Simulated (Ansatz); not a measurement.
Fluorite SrF2, treated with revPBE (plane waves, PAW; Ansatz, a quantum-chemistry and plane-wave program).

Run with plane-wave cutoff 520 eV, 10×10×10 k mesh, Fermi–Dirac smearing 0.01 eV, scalar-relativistic PAW data made under PBE.

Cell (relaxed at this level):

```xyz
3
Lattice="0.0000 2.9688 2.9688 2.9688 0.0000 2.9688 2.9688 2.9688 0.0000" Properties=species:S:1:pos:R:3 pbc="T T T"
Sr     0.0000     0.0000     0.0000
F      1.4844     1.4844     1.4844
F      4.4532     4.4532     4.4532
```

**Question.** Estimate the bulk modulus B0, band gap, smallest direct gap on the k points sampled and pressure derivative B′ of the bulk modulus that the calculation returns.

**Answer.** 
* **bulk modulus B0**: 56.6 GPa
* **band gap**: 6.86 eV
* **smallest direct gap on the k points sampled**: 6.96 eV
* **pressure derivative B′ of the bulk modulus**: 4.6

Measured, for comparison: band gap 11.1 eV (temperature not stated, no zero-point or thermal correction; as tabulated in Aguado et al. (1999), arXiv:cond-mat/9901145); bulk modulus 69 GPa (temperature not stated, no zero-point or thermal correction; as tabulated in On the Morphology of Group II Metal Fluoride Nanocrystals at Finite Temperature …). Computed (rounded) less measured: bulk modulus -18 %.

Spin–orbit coupling is not included.
